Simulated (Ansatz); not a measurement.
# Al3Ru2: straining the crystal, equal strain of all cell vectors

Aim: apply equal strain of all cell vectors to Al3Ru2 from -3 to +1.5 %, where the shape is held and the atoms relax, and follow energy, stress and any gap.

Program: Ansatz 0.2.0. Level of theory: DFT r2SCAN, scalar-relativistic, plane waves, PAW. These are calculated values, not measurements.

2 further runs of the same task are left out: 2 set aside as unsound or not needed.

## (1) The system as given

Symmetry: I4/mmm, No. 139, tetragonal system. The conventional cell has a = 3.077 Å, b = 3.077 Å, c = 14.274 Å, α = 90.00°, β = 90.00°, γ = 90.00°. Al (site symmetry 4/mmm) has 8 Ru at 2.65 Å and 2 Al at 2.77 Å as nearest neighbours. Al (site symmetry 4mm) has 5 Ru at 2.51 to 2.86 Å and 5 Al at 2.70 to 2.77 Å as nearest neighbours. Ru (site symmetry 4mm) has 9 Al at 2.51 to 2.86 Å as nearest neighbours.

Coordinates:

```xyz
10
Lattice="3.0773 0.0000 0.0000 0.0000 3.0773 0.0000 0.0000 0.0000 14.2743" Properties=species:S:1:pos:R:3 pbc="T T T"
Al    0.0000    0.0000    0.0000
Al    1.5387    1.5387    4.3701
Al    0.0000    0.0000    2.7671
Al    1.5387    1.5387    7.1372
Al    0.0000    0.0000   11.5072
Al    1.5387    1.5387    9.9042
Ru    1.5387    1.5387    1.5119
Ru    0.0000    0.0000    5.6252
Ru    0.0000    0.0000    8.6491
Ru    1.5387    1.5387   12.7624
```

It goes back to an entry of the Materials Project, which need not be the stable form.

The unstrained cell was computed beforehand with the same settings: E(σ→0) = -26812.9530 eV for 10 atoms, gap none (metal).

## (2) Strain -1.5 %

input.yaml

```yaml
crystal:
  lattice:
    - [3.0311546963, 0.0, 0.0]
    - [0.0, 3.0311546963, 0.0]
    - [0.0, 0.0, 14.0602022522]
  atoms:
    - { symbol: Al, position: [0.0, 0.0, 0.0] }
    - { symbol: Al, position: [0.5, 0.5, 0.3061492635] }
    - { symbol: Al, position: [0.0, 0.0, 0.1938507365] }
    - { symbol: Al, position: [0.5, 0.5, 0.5] }
    - { symbol: Al, position: [0.0, 0.0, 0.8061492635] }
    - { symbol: Al, position: [0.5, 0.5, 0.6938507365] }
    - { symbol: Ru, position: [0.5, 0.5, 0.1059185309] }
    - { symbol: Ru, position: [0.0, 0.0, 0.3940814691] }
    - { symbol: Ru, position: [0.0, 0.0, 0.6059185309] }
    - { symbol: Ru, position: [0.5, 0.5, 0.8940814691] }
basis:
  ecutwfc: 500
kpoints:
  mp_grid: { grid: [12, 12, 4] }
hamiltonian:
  xc: r2scan
scf:
  occupations: { method: gaussian, width: 0.1 }
output:
  forces: true
  stress: true
  eigenvalues: true
relax:
  adjacent_minimum: "off"
  f_tol: 0.008
  max_steps: 40
```

Run with:

```console
> ansatz run input.yaml --threads 1 --pin off --max-ram 2560MiB --backend cpu --events-out ev --progress --plain --runs-dir out
```

Output (excerpt; [...] marks lines left out):

```text
Warning: output.stress: scf.convergence.dr2_threshold = 6.4e-8 eV (the default of a walk held to its f_tol) is looser than the 1e-9 eV advised for a printed stress (1e-10 eV for each atom of the cell: 10). What an SCF threshold leaves in a stress goes as its square root, and in the free [...]
Warning: RAYON_NUM_THREADS=1 ignored (pool sized by the plan → 1); use --threads N
[...]
Pseudopotentials: kind: paw
Pseudopotential: Al, paw, valence charge 3, recommended cutoff 500 eV (meta_gga), Al.paw.azcp
Pseudopotential: Ru, paw, valence charge 16, recommended cutoff 500 eV (meta_gga), Ru.paw.azcp
Functional definition: r2SCAN
[...]
Crystal: 10 atoms, lattice volume = 129.184 Å³
Basis set: ecut = 500 eV, 3315 PW (Γ), exchange–correlation on 96×96×432 points (64 copies of the dense FFT grid, shifted against one another)
Bands: 51, of which v1, the nominal top of the filled ones, is band 41 counted from 1 (40 counted from 0)
Symmetry: 32 space group operations
Space group: I4/mmm (ITA 139), of the structure as read, at distance tolerance 5.1e-5 Å
k-points: 84 of 576
[...]
SCF iter   1: F=—  HF=-26812.686108 eV  |F-HF|=—  |Δ(HF+E_count)|=         —  Δρ=8.31e-3  dr2=8.84e-2  dr2_τ=1.43e-1  ethr=1.77e-3  ⟨swp⟩=7.0  Hψ=16915  notcnv=0  defer=58
[...]
relax step   1: F+E_penalty+E_count = -26812.77737256 eV  Δ(F+E_penalty+E_count) = +0.000e0 eV  max|allowed force component| = 2.741e-1 eV/Å  Δτ_max = 0.0000 Å  (7 SCF iters, dr2 threshold 1.60e-6 eV, accepted)
[...]
E sigma→0 (E₀):  -26812.779951 eV
Entropy (-TS):   -0.013234 eV (-1.323 meV/atom)
Fermi energy:    15.508322 eV
[...]
--- Forces (eV/Å), atoms counted from 1 ---
  atom   1  Al     0.00000000     0.00000000     0.00000000
  atom   2  Al     0.00000000     0.00000000     0.00358568
  atom   3  Al     0.00000000     0.00000000    -0.00358568
  atom   4  Al     0.00000000     0.00000000     0.00000000
  atom   5  Al     0.00000000     0.00000000     0.00358568
  atom   6  Al     0.00000000     0.00000000    -0.00358568
  atom   7  Ru    -0.00000000     0.00000000    -0.00595156
  atom   8  Ru     0.00000000    -0.00000000     0.00595156
[...]
--- Stress (GPa, compression-positive) ---
        9.805824       0.000000       0.000000
        0.000000       9.805824       0.000000
        0.000000       0.000000       9.565544
  P = ⅓ Tr σ = 9.7257 GPa (97.257 kbar)
--- Band table (eV; the first three rows and the last of 84) ---
[...]
--- Relaxed structure (4 steps of the walk, 4 accepted, 0 SCFs on fresh bases) ---
  F+E_penalty+E_count = -26812.78656819 eV   max|allowed force component| = 5.946e-3 eV/Å
  atoms:
    - { symbol: Al, position: [1.7249528302992458e-36, 1.762182028075488e-36, 9.253370496708406e-21] }
    - { symbol: Al, position: [0.5, 0.5, 0.30513709292359575] }
    - { symbol: Al, position: [1.1044662006952006e-36, 5.212087688673979e-37, 0.19486290707640433] }
    - { symbol: Al, position: [0.5, 0.5, 0.5] }
    - { symbol: Al, position: [-2.866648228770689e-36, -4.715698384990743e-37, 0.8051370929235958] }
    - { symbol: Al, position: [0.5, 0.5, 0.6948629070764042] }
    - { symbol: Ru, position: [0.5, 0.5, 0.10562882340261796] }
    - { symbol: Ru, position: [1.1044662006952006e-36, -5.956671644198835e-37, 0.3943711765973821] }
    - { symbol: Ru, position: [1.6008555043784365e-36, -4.715698384990743e-37, 0.6056288234026179] }
    - { symbol: Ru, position: [0.5, 0.5, 0.8943711765973822] }
```

It took 3.7 min on 1 thread of Arm Neoverse V2, shared host; peak memory 0.92 GiB.

The steps of the relaxation:

```
step  energy from step 1 (eV/cell)  largest force component (eV/Å)
   1                        0.0000                          0.2741
   2                       -0.0090                          0.0384
   3                       -0.0092                          0.0059
   4                       -0.0092                          0.0059
```

Step 1 is the start.

The cell is held at each strain. Atoms start from the nearest strain of the same sign that is done.

## (3) The cell strained by +1.5 %

input.yaml, as its differences from that of step 2:

```diff
@@ -2,5 +2,5 @@
   lattice:
-    - [3.0311546963, 0.0, 0.0]
-    - [0.0, 3.0311546963, 0.0]
-    - [0.0, 0.0, 14.0602022522]
+    - [3.1234741287, 0.0, 0.0]
+    - [0.0, 3.1234741287, 0.0]
+    - [0.0, 0.0, 14.4884317624]
   atoms:
```

Run with:

```console
> ansatz run input.yaml --threads 1 --pin off --max-ram 2560MiB --backend cpu --events-out ev --progress --plain --runs-dir out
```

Output (excerpt; [...] marks lines left out):

```text
Warning: output.stress: scf.convergence.dr2_threshold = 6.4e-8 eV (the default of a walk held to its f_tol) is looser than the 1e-9 eV advised for a printed stress (1e-10 eV for each atom of the cell: 10). What an SCF threshold leaves in a stress goes as its square root, and in the free [...]
Warning: RAYON_NUM_THREADS=1 ignored (pool sized by the plan → 1); use --threads N
[...]
Pseudopotentials: kind: paw
Pseudopotential: Al, paw, valence charge 3, recommended cutoff 500 eV (meta_gga), Al.paw.azcp
Pseudopotential: Ru, paw, valence charge 16, recommended cutoff 500 eV (meta_gga), Ru.paw.azcp
Functional definition: r2SCAN
[...]
Crystal: 10 atoms, lattice volume = 141.350 Å³
Basis set: ecut = 500 eV, 3585 PW (Γ), exchange–correlation on 96×96×432 points (64 copies of the dense FFT grid, shifted against one another)
Bands: 51, of which v1, the nominal top of the filled ones, is band 41 counted from 1 (40 counted from 0)
Symmetry: 32 space group operations
Space group: I4/mmm (ITA 139), of the structure as read, at distance tolerance 5.2e-5 Å
[...]
  atom   8  Ru    -0.00000000     0.00000000    -0.00432494
[...]
--- Stress (GPa, compression-positive) ---
       -8.274975      -0.000000       0.000000
       -0.000000      -8.274975       0.000000
        0.000000       0.000000      -7.167777
  P = ⅓ Tr σ = -7.9059 GPa (-79.059 kbar)
--- Band table (eV; the first three rows and the last of 84) ---
[...]
--- Relaxed structure (3 steps of the walk, 3 accepted, 0 SCFs on fresh bases) ---
  F+E_penalty+E_count = -26812.80227992 eV   max|allowed force component| = 6.191e-3 eV/Å
  atoms:
    - { symbol: Al, position: [7.225765479665239e-38, 0.0, -8.979871861349667e-21] }
    - { symbol: Al, position: [0.5, 0.5, 0.30685208693355787] }
    - { symbol: Al, position: [5.539753534410016e-37, 0.0, 0.19314791306644216] }
    - { symbol: Al, position: [0.5, 0.5, 0.5] }
    - { symbol: Al, position: [1.0356930520853509e-36, 0.0, 0.8068520869335579] }
    - { symbol: Al, position: [0.5, 0.5, 0.6931479130664421] }
    - { symbol: Ru, position: [0.5, 0.5, 0.10571715801865665] }
    - { symbol: Ru, position: [-1.6860119452552224e-37, 0.0, 0.3942828419813434] }
    - { symbol: Ru, position: [-1.3728954411363956e-36, 0.0, 0.6057171580186566] }
    - { symbol: Ru, position: [0.5, 0.5, 0.8942828419813433] }
```

It took 3 min on 1 thread of Arm Neoverse V2, shared host; peak memory 0.96 GiB.

The steps of the relaxation:

| step | energy from step 1 (eV/cell) | largest force component (eV/Å) |
| --- | --- | --- |
| 1 | 0.0000 | 0.1252 |
| 2 | -0.0025 | 0.0063 |
| 3 | -0.0025 | 0.0062 |

Step 1 is the start.

## (4) The cell strained by -3.0 %

input.yaml

```yaml
crystal:
  lattice:
    - [2.9849949801, 0.0, 0.0]
    - [0.0, 2.9849949801, 0.0]
    - [0.0, 0.0, 13.8460874971]
  atoms:
    - { symbol: Al, position: [0.0, 0.0, 0.0] }
    - { symbol: Al, position: [0.5, 0.5, 0.3051370929] }
    - { symbol: Al, position: [0.0, 0.0, 0.1948629071] }
    - { symbol: Al, position: [0.5, 0.5, 0.5] }
    - { symbol: Al, position: [0.0, 0.0, 0.8051370929] }
    - { symbol: Al, position: [0.5, 0.5, 0.6948629071] }
    - { symbol: Ru, position: [0.5, 0.5, 0.1056288234] }
    - { symbol: Ru, position: [0.0, 0.0, 0.3943711766] }
    - { symbol: Ru, position: [0.0, 0.0, 0.6056288234] }
    - { symbol: Ru, position: [0.5, 0.5, 0.8943711766] }
basis:
  ecutwfc: 500
kpoints:
  mp_grid: { grid: [12, 12, 4] }
hamiltonian:
  xc: r2scan
scf:
  occupations: { method: gaussian, width: 0.1 }
output:
  forces: true
  stress: true
  eigenvalues: true
relax:
  adjacent_minimum: "off"
  f_tol: 0.008
  max_steps: 40
```

Run with:

```console
> ansatz run input.yaml --threads 1 --pin off --max-ram 2560MiB --backend cpu --events-out ev --progress --plain --runs-dir out
```

Output (excerpt; [...] marks lines left out):

```text
Warning: output.stress: scf.convergence.dr2_threshold = 6.4e-8 eV (the default of a walk held to its f_tol) is looser than the 1e-9 eV advised for a printed stress (1e-10 eV for each atom of the cell: 10). What an SCF threshold leaves in a stress goes as its square root, and in the free [...]
Warning: RAYON_NUM_THREADS=1 ignored (pool sized by the plan → 1); use --threads N
[...]
Pseudopotentials: kind: paw
Pseudopotential: Al, paw, valence charge 3, recommended cutoff 500 eV (meta_gga), Al.paw.azcp
Pseudopotential: Ru, paw, valence charge 16, recommended cutoff 500 eV (meta_gga), Ru.paw.azcp
Functional definition: r2SCAN
[...]
Crystal: 10 atoms, lattice volume = 123.371 Å³
Basis set: ecut = 500 eV, 3155 PW (Γ), exchange–correlation on 96×96×432 points (64 copies of the dense FFT grid, shifted against one another)
Bands: 51, of which v1, the nominal top of the filled ones, is band 41 counted from 1 (40 counted from 0)
Symmetry: 32 space group operations
Space group: I4/mmm (ITA 139), of the structure as read, at distance tolerance 5.0e-5 Å
[...]
--- Stress (GPa, compression-positive) ---
       21.945965      -0.000000       0.000000
        0.000000      21.945965       0.000000
        0.000000       0.000000      21.146612
  P = ⅓ Tr σ = 21.6795 GPa (216.795 kbar)
--- Band table (eV; the first three rows and the last of 84) ---
[...]
--- Relaxed structure (4 steps of the walk, 4 accepted, 0 SCFs on fresh bases) ---
  F+E_penalty+E_count = -26812.22518415 eV   max|allowed force component| = 5.277e-3 eV/Å
  atoms:
    - { symbol: Al, position: [-1.0081308538764253e-37, -2.0477657969364886e-38, 0.0] }
    - { symbol: Al, position: [0.5, 0.5, 0.304416104961085] }
    - { symbol: Al, position: [9.073177684887827e-37, 1.0553869876518828e-37, 0.1955838950389149] }
    - { symbol: Al, position: [0.5, 0.5, 0.49999999999999994] }
    - { symbol: Al, position: [2.77235984816017e-37, 1.0553869876518828e-37, 0.804416104961085] }
    - { symbol: Al, position: [0.5, 0.5, 0.6955838950389148] }
    - { symbol: Ru, position: [0.5, 0.5, 0.10554100978441494] }
    - { symbol: Ru, position: [-3.528457988567489e-37, 4.205795906015712e-37, 0.39445899021558506] }
    - { symbol: Ru, position: [-4.78862155591302e-37, 1.0553869876518826e-37, 0.6055410097844149] }
    - { symbol: Ru, position: [0.5, 0.5, 0.8944589902155847] }
```

It took 3.4 min on 1 thread of Arm Neoverse V2, shared host; peak memory 0.91 GiB.

The steps of the relaxation:

```
step  E - E(step 1) (eV/cell)  largest force component (eV/Å)
   1                   0.0000                          0.2095
   2                  -0.0042                          0.0413
   3                  -0.0044                          0.0053
   4                  -0.0044                          0.0053
```

Step 1 is the start.

## (5) The series

Lengths are those of the vectors of the cell that was run; stresses in GPa:

| strain (%) | ΔE (meV/atom) | a (Å) | b (Å) | c (Å) | σxx | σyy | σzz |
| --- | --- | --- | --- | --- | --- | --- | --- |
| -3.0 | 73.4 | 2.985 | 2.985 | 13.846 | 21.95 | 21.95 | 21.15 |
| -1.5 | 17.3 | 3.031 | 3.031 | 14.060 | 9.81 | 9.81 | 9.57 |
| +0.0 | 0.0 | 3.077 | 3.077 | 14.274 | -0.09 | -0.09 | 0.39 |
| +1.5 | 15.8 | 3.123 | 3.123 | 14.488 | -8.27 | -8.27 | -7.17 |

ΔE is over the unstrained cell. Stress in GPa, positive in compression, on the Cartesian axes of the input. 

## (6) What came out

```
                     quantity                    value
          largest energy cost  73.4 meV/atom at -3.0 %
(1/V) d²E/dε², innermost pair                 1745 GPa
```

**Reading.** The pair at ±1.5 % gives a curvature of 1745 GPa, a rough value of nine times the bulk modulus at fixed shape; so few points cannot test it. On this cell's mesh the unstrained reference holds a stress of up to 0.39 GPa.
